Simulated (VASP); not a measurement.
A run of VASP 6.6.1 is set up as follows.

File INCAR:

```
SYSTEM = PbSe
  PREC = Accurate
  ENCUT = 520
  EDIFF = 1E-6
  ISMEAR = 0
  SIGMA = 0.016
  LREAL = .FALSE.
  LASPH = .TRUE.
  NELM = 80
  ALGO = Fast
  ISIF = 2
  LWAVE = .FALSE.
  LCHARG = .FALSE.
  GGA = PE
  NBANDS = 17
```

KPOINTS

```
Automatic mesh
0
G
  8 8 8
  0 0 0
```

The input POSCAR:

```
PbSe
1.0
    0.0000000000      3.0606500000      3.0606500000
    3.0606500000      0.0000000000      3.0606500000
    3.0606500000      3.0606500000      0.0000000000
Pb Se
1 1
Direct
    0.0000000000      0.0000000000      0.0000000000
    0.5000000000      0.5000000000      0.5000000000
```

Potentials or basis: VASP PAW PBE potentials, release 64 (Pb_d, Se).

Command:

```bash
$ cat potpaw_PBE.64/Pb_d/POTCAR potpaw_PBE.64/Se/POTCAR > POTCAR
$ mpirun -np 1 vasp_std > vasp.out
```

Task: Predict the pressure.

Result: 2.4 GPa.

Task: Estimate the band gap on the k mesh.

Result: 0.29 eV, direct.

Caveat: spin-orbit coupling is left out, which as a rule narrows the gap of such compounds by several tenths of an eV.

**What was measured.**

A printed reference work, monograph reports, for a bulk crystal of PbSe at 300 K: band gap 0.28 eV (direct).

A measured gap of PbSe is 0.28 eV (direct; 300 K; a printed reference work, monograph); the calculated 0.29 eV misses it by +0.01 eV. 2 values of this kind are on record (0.15 to 0.28 eV); this one was drawn at random. Spin-orbit coupling on Pb, Se is left out. The value is that of PBE on a finite k mesh, which can miss the band edges, without temperature or zero-point motion.
